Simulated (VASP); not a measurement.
Cl:

```
Cl
1.0
     3.14500   -2.25000    0.00000
     3.14500    2.25000    0.00000
     0.00000    0.00000    8.21000
Cl
4
Cartesian
  3.1450 0.5850 3.2840
  3.1450 1.6650 7.3890
  3.1450 -0.5850 4.9260
  3.1450 -1.6650 0.8210
```

```yaml
Program: VASP 6.6.1
Task: relaxation of cell and atoms
Functional: PBE
Dispersion: D3(BJ)
Potentials_or_basis: VASP PAW PBE potentials, release 64 (Cl)
Cutoff: 600 eV
k_mesh: 6 × 6 × 4
Occupations: gaussian, width 0.02 eV
Spin: no spin polarisation
```

At the start: pressure -0.7 GPa; volume 29.05 Å³/atom.

Problem. How do energy, volume and symmetry change on relaxing?

Solution. Over 21 steps the energy falls by 10.9 meV/atom and the volume is 27.21 Å³/atom (-6.3 %); space group Cmce (No. 64, to 0.05 Å).

Step by step:
```
step  energy change (eV)  largest force (eV/Å)  pressure (GPa)  volume (Å³)
   1              0.0000                0.1591           -0.70       116.19
   2             -0.0002                0.4656            0.55       114.08
   3             -0.0056                0.1740           -0.08       115.11
   4             -0.0113                0.1623           -0.08       114.32
   5             -0.0257                0.1253           -0.01       111.94
   6             -0.0353                0.0753            0.37       107.23
   7             -0.0360                0.0854            0.25       108.33
   8             -0.0261                0.3936           -0.90       109.56
   9             -0.0368                0.0253            0.00       108.59
  10             -0.0380                0.0258           -0.02       108.80
  11             -0.0407                0.0293           -0.07       109.42
  12             -0.0420                0.0505           -0.18       110.54
  13             -0.0388                0.2217            0.48       109.73
  14             -0.0422                0.0186           -0.06       110.38
  15             -0.0426                0.0148           -0.05       110.05
  16             -0.0432                0.0175           -0.02       109.08
  17             -0.0433                0.0226           -0.01       108.65
  18             -0.0427                0.0906            0.28       108.29
  19             -0.0433                0.0020            0.05       108.58
  20             -0.0435                0.0042            0.04       108.74
  21             -0.0435                0.0085            0.03       108.85
```

Final structure:
```
CELL_PARAMETERS angstrom
3.26965 -2.05556 0.00000
3.26965 2.05556 0.00000
0.00000 0.00000 8.09811
ATOMIC_POSITIONS crystal
Cl 0.37637 0.62363 0.39236
Cl 0.12363 0.87637 0.89236
Cl 0.62363 0.37637 0.60764
Cl 0.87637 0.12363 0.10764
```
